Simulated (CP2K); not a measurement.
The system is C.

```
C
1.0
     4.25517    0.00000    0.00000
     0.00000    4.25517    0.00000
     0.00000    0.00000    1.28229
C
1
Direct
  0.50000 0.50000 0.50000
```

The cell was built by a generator and needn't be a form met in nature.

* Program: CP2K 2026.2
* Task: relaxation of cell and atoms
* Functional: PBE
* Potentials or basis: POTENTIAL_UZH C GTH-PBE-q4; TZVP-MOLOPT-PBE-GTH basis
* Density cutoff: 6123 eV
* k mesh: 5 × 5 × 15
* Occupations: fermi-dirac, width 0.05 eV
* Spin: no spin polarisation

At the start: pressure 0.6 GPa; volume 23.22 Å³/atom.

Question: Where does the relaxation end?

Answer: Over 16 steps the energy falls by 16.0 meV/atom and the volume is 16.52 Å³/atom (-28.9 %); space group P4/mmm (No. 123, to 0.05 Å).

Step by step:
```csv
step,energy change (eV),largest force (eV/Å),volume (Å³)
1,0.0000,0.0000,23.22
2,-0.0005,0.0000,23.27
3,-0.0005,0.0000,23.28
4,-0.0005,0.0000,23.28
5,-0.0006,0.0000,23.25
6,-0.0007,0.0000,23.18
7,-0.0012,0.0000,22.90
8,-0.0022,0.0000,22.15
9,-0.0051,0.0000,19.68
10,-0.0075,0.0000,17.38
11,-0.0122,0.0000,17.11
12,-0.0161,0.0000,16.40
13,-0.0161,0.0000,16.65
14,-0.0161,0.0000,16.52
15,-0.0161,0.0000,16.52
16,-0.0160,0.0000,16.52
```

Final structure:
```cif
data_structure
_symmetry_space_group_name_H-M 'P 1'
_symmetry_Int_Tables_number 1
_cell_length_a 3.5845
_cell_length_b 3.5845
_cell_length_c 1.2856
_cell_angle_alpha 90.000
_cell_angle_beta 90.000
_cell_angle_gamma 90.000
_cell_volume 16.52
loop_
_atom_site_label
_atom_site_type_symbol
_atom_site_fract_x
_atom_site_fract_y
_atom_site_fract_z
_atom_site_occupancy
C1 C 0.50000 0.50000 0.50000 1
```

Caveat: the volume moved by over 15 % at a fixed basis, so the end points are rough; the basis of atomic orbitals isn't converged, which shifts pressures, moduli and gaps.
